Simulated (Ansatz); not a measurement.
# Zn in Ansatz: convergence with k mesh

Crystal: Zn.

```
Zn
1.0
     2.67000    0.00000    0.00000
    -1.33500    2.31229    0.00000
     0.00000    0.00000    4.96600
Zn
2
Cartesian
  1.3350 0.7708 3.7245
  0.0000 1.5415 1.2415
```

| Property | Result |
| --- | --- |
| Program | Ansatz 0.2.0 |
| Task | convergence study |
| Functional | PBE |
| Potentials or basis | Ansatz PAW |
| Cutoff | 420 eV (not typed: the program's choice for these potentials) |
| k mesh | 4 × 4 × 2 |
| Occupations | methfessel-paxton, width 0.1 eV |
| Spin | no spin polarisation |

These are the settings of the first run; the series varies k mesh, with any setting tied to it.

Hardware: 2 threads of Intel(R) Xeon(R) Platinum 8488C (Sapphire Rapids) (shared host).

```tsv
k mesh	energy less the tightest run, at zero smearing (meV/atom)	pressure (GPa)	SCF cycles	CPU time (s)	peak memory (GiB)
4 × 4 × 2	-138.48	-2.57	6	0.4	0.32
5 × 5 × 3	4.84	-0.08	5	0.41	0.32
7 × 7 × 3	-24.68	-0.88	5	0.49	0.33
8 × 8 × 4	12.75	-0.54	6	0.7	0.34
10 × 10 × 5	-8.24	-0.84	5	0.85	0.36
13 × 13 × 6	-8.22	-1.01	6	1.5	0.38
16 × 16 × 8	-6.04	-1.00	6	2.4	0.4
19 × 19 × 9	0.00	-0.86	6	3.1	0.42
```

Not settled before the last step: the energy (to 1 meV/atom), the pressure (to 0.1 GPa). Meshes of other sizes hit other points, so gaps and Fermi surfaces needn't settle smoothly. The tightest run that finished is the yardstick and may itself not be fully converged.
